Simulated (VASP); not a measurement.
# AlP: dielectric tensor with PBE

**Measured values to compare with.**

A printed reference work, data compilation reports, for a bulk crystal of AlP at 4.2 K: band gap 2.505 eV (indirect).

A printed reference work, textbook reports, for a bulk crystal of AlP: high-frequency dielectric constant 7.56.

AlP:

```
Al P
1.0
     0.00000    2.75287    2.75287
     2.75287    0.00000    2.75287
     2.75287    2.75287    0.00000
Al P
1 1
Cartesian
  0.0000 0.0000 0.0000
  1.3764 1.3764 1.3764
```

The cell is a database's computed one.

```json
{
 "Program": "VASP 6.6.1",
 "Task": "dielectric tensor",
 "Functional": "PBE",
 "Potentials or basis": "VASP PAW PBE potentials, release 64 (Al, P)",
 "Cutoff": "450 eV",
 "k mesh": "10 × 10 × 10",
 "Occupations": "gaussian, width 0.02 eV",
 "Spin": "no spin polarisation",
 "Further INCAR settings": "ALGO = Normal; EDIFF = 1e-08; IBRION = 8"
}
```

```yaml
Band_gap_on_the_k_mesh: 1.63 eV, indirect (least direct gap 3.09 eV)
Electronic_dielectric_tensor_diagonal: 8.19
Born_charges_mean_of_the_diagonal: Al +2.25; P -2.25 e
Highest_phonon_frequency_at_Γ_LO-TO_splitting_left_out: 426 cm⁻¹
```

Levels at points of the mesh, in eV from the valence-band top:
```tsv
k point	band 1	band 2	band 3	band 4	band 5	band 6	band 7	band 8
(0.00, 0.00, 0.00)	-11.36	0.00	0.00	0.00	3.09	4.53	4.53	4.53
(0.50, 0.00, 0.00)	-9.75	-5.42	-0.75	-0.75	2.72	4.81	4.81	8.21
(0.50, 0.50, 0.00)	-9.11	-5.22	-2.05	-2.05	1.63	2.47	10.86	10.86
```

Phonon frequencies in cm⁻¹ (negative: imaginary):
| q point | frequencies |
| --- | --- |
| (0.000, 0.000, 0.000) | 0 0 0 426 426 426 |

Electronic dielectric tensor:
```
8.19 0.00 0.00
0.00 8.19 0.00
0.00 0.00 8.19
```

Born effective charge tensors (e):
atom 1, Al
```
2.25 0.00 0.00
0.00 2.25 0.00
0.00 0.00 2.25
```
atom 2, P
```
-2.25  0.00  0.00
 0.00 -2.25  0.00
 0.00  0.00 -2.25
```

Wall time 110 s on 2 MPI ranks on Intel(R) Xeon(R) Platinum 8488C (Sapphire Rapids), with other jobs on the host, peak memory 0.25 GiB a rank.

Against the measured gap of AlP, 2.505 eV (indirect; 4.2 K; a printed reference work, data compilation), the calculated 1.63 eV is off by -0.88 eV. The value is that of PBE on a finite k mesh, which can miss the band edges, without temperature or zero-point motion. Semilocal functionals fall short of measured gaps as a rule. The cell is a database's relaxed one, not the measured one, which moves gaps too. Against the measured high-frequency dielectric constant of AlP, 7.56 (a printed reference work, textbook), the calculated 8.19 is off by +8.4 %.
